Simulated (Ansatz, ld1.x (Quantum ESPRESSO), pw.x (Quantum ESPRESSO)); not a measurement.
palladium: one change to the TM potential, in the atom and in the bcc crystal

ld1.x (Quantum ESPRESSO) 7.5 input, shortened:

```
&input
   title='Pd', zed=46., rel=1, dft='PBE', iswitch=3,
   config='[Kr] 4d10 5s0 5p0'
 /
 &inputp
   pseudotype=2, tm=.true., lloc=1,
   nlcc=.false.
 /
3
5S  1  0   0.00   0.00  2.50  2.50  0.0
4D  3  2  10.00   0.00  1.30  1.30  0.0
5P  2  1   0.00   0.00  3.90  3.90  0.0
 &test
   configts(1)='4d10 5s0 5p0'
 /
```

Change: type ultrasoft; waves now 5s (bound): rcut 2.15, rcutus 2.50 bohr; 5s channel at 3.8 Ry: rcut 2.15, rcutus 2.50 bohr; 5p (bound): rcut 3.40, rcutus 3.90 bohr; 5p channel at 2 Ry: rcut 3.40, rcutus 3.90 bohr; 4d (bound): rcut 1.15, rcutus 1.30 bohr; 4d channel at 0.8 Ry: rcut 1.15, rcutus 1.30 bohr; local potential all-electron potential smoothed inside 2.90 bohr (lloc = -1); augmentation PSQ, inside the norm-conserving radii.

Cutoffs, loose and tight: the cutoffs (Ry, on a coarse ladder) from which the occupation-weighted sum of valence levels, in a spherical-Bessel basis at the reference potential, stays within 10 and 1 mRy of its value at 400 Ry. They do not see the model core or the augmentation charge, which bear on the density cutoff. Test errors are all-electron minus pseudo excitation energies from the reference, over the configurations 4d9 5s0 5p0; 4d8 5s0 5p0; 4d7 5s0 5p0; 4d6 5s0 5p0; 4d9 5s1 5p0; 4d9.5 5s0 5p0; 4d9 5s0 5p1; variants that change the core or the reference have their own tests.

Crystal test: bcc Pd in pw.x 7.5, no spin, 15³ k-points, Fermi–Dirac smearing 0.01 Ry, cutoffs set for each file from its atomic test. The reference is all-electron LAPW (Ansatz 0.2.0) with the same functional, mesh and smearing; V0 and B0 come from Birch–Murnaghan fits to the pressures at five volumes. Errors are pseudo minus all-electron; Δ is the rms difference of the E(V) curves that follow from these fits, minima aligned, over ±6 % about the mean V0. Mesh and smearing are coarse, so the numbers serve the comparison and aren't converged zero-temperature values; the lattice is a test structure that the element need not adopt.

All-electron: a0 = 3.140 Å (V0 = 15.49 Å³/atom), B0 = 161.1 GPa.

Q: Does the change bring the crystal closer to the all-electron result?

A: The mean pressure error goes from +0.62 to +3.60 GPa, so the change moves the solid further from the all-electron pressures.

| quantity | base | changed |
| --- | --- | --- |
| outcome (atom) | generated | generated |
| cutoff, loose (atom) | 70 Ry | 60 Ry |
| cutoff, tight (atom) | 90 Ry | 110 Ry |
| bound ghosts (atom) | none | none |
| largest test error (meV) (atom) | -3040 over the solved tests; 1 of 7 tests not solved or not reliable | -47 over the solved tests; 2 of 7 tests not solved or not reliable |
| cutoffs in pw.x (Ry) | 110/440 | 135/900 |
| a0 (Å) | 3.144 | 3.161 |
| a0 error (%) | +0.11 | +0.65 |
| B0 error (%) | +4.0 | +6.4 |
| Δ (meV/atom) | 2.1 | 11.5 |
| mean pressure error (GPa) | +0.62 | +3.60 |

Base: The largest radius (3.90 bohr) exceeds half the bond length (2.57 bohr), so the spheres overlap, which is one possible source of error among others. Atomic configuration tests: 1 of 7 tests not solved or not reliable. The logarithmic derivative shows an extra or strongly shifted pseudo pole above the reference energy (s near 0.54 Ry). Changed file: The largest radius (3.90 bohr) exceeds half the bond length (2.57 bohr), so the spheres overlap, which is one possible source of error among others. This is a poor potential for the solid. Atomic configuration tests: 2 of 7 tests not solved or not reliable. The atomic cutoffs weigh occupied waves only.
